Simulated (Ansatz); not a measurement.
CsH: zone-centre modes

Level of theory: DFT LDA, scalar-relativistic, plane waves, PAW in Ansatz. Cutoff 420 eV, 8×8×8 k-points (Γ-centred), fixed occupations. No spin polarisation. Phonons by linear response, acoustic sum rule imposed.

The cell, relaxed at this level:
```yaml
crystal:
  lattice:
    - [0.00000, 3.04862, 3.04862]
    - [3.04862, 0.00000, 3.04862]
    - [3.04862, 3.04862, 0.00000]
  atoms:
    - { symbol: Cs, position: [0.00000, 0.00000, 0.00000] }
    - { symbol: H, position: [0.50000, 0.50000, 0.50000] }
```

Spin–orbit coupling is left out, which matters for heavy elements.

Task: Give the high-frequency dielectric tensor ε∞.

Result:
```
3.59 0.00 0.00
0.00 3.59 0.00
0.00 0.00 3.59
```

Task: Give the Born effective charges.

Result:
```json
{"atom": "Cs (atom 1)", "Z*xx": "1.15", "Z*yy": "1.15", "Z*zz": "1.15", "mean": "1.15"}
{"atom": "H (atom 2)", "Z*xx": "-1.15", "Z*yy": "-1.15", "Z*zz": "-1.15", "mean": "-1.15"}
```

Task: How large is the static dielectric tensor with the ions free to move, and what share of it is ionic?

Result:
```
9.2 0.0 0.0
0.0 9.2 0.0
0.0 0.0 9.2
```
The ions give 61 % of its trace.